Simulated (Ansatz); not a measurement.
# How much do the gradients of NiO depend on the method?

Cell: a structure deposited in the COD, whose atoms a relaxation with PBE at fixed cell left in place.

```
Ni O
1.0
     0.00000    2.09503    2.09503
     2.09503    0.00000    2.09503
     2.09503    2.09503    0.00000
Ni O
1 1
Direct
  0.00000 0.00000 0.00000
  0.50000 0.50000 0.50000
```

Atoms are numbered from 1 in the order listed; like atoms form one site, named after its first atom.

First run. Method: Kohn–Sham DFT in Ansatz, PBE, plane waves and PAW, scalar-relativistic, collinear spin, 420 eV cutoff, Γ-centred 19×19×19 k-points, Fermi–Dirac smearing 0.05 eV. Start moments as typed (μB): 2 on each Ni, none on the rest.

| site | atom | V_zz (10²¹ V/m²) | η | m (μB) |
| --- | --- | --- | --- | --- |
| Ni | 1 | 0.00 | – | 1.42 |

Second run. The same atoms and settings, except that the functional is PBEsol.

Q: What does the second run give?

A: 

| site | atom | V_zz | η | change of V_zz | m (μB) |
| --- | --- | --- | --- | --- | --- |
| Ni | 1 | 0.00 | – | 0.00 | 1.23 |

No V_zz moves by more than 0.01. Other sites without a gradient aren't listed. The absolute magnetisation of the cell goes from 1.8 to 1.5 μB.

Semilocal functionals can leave a metal where correlation in the d or f shell opens a gap in the real compound, and that would change the values at and beside Ni. Measured NiO orders antiferromagnetically, but in this run all moments are parallel, as the start or the cell imposes: fields and spin densities carried over to other atoms belong to this order alone, and gaps, moments and gradients can differ too.
For the second run: At this cell the PBEsol pressure is -9 GPa, so with PBEsol the cell would shrink if it were relaxed.
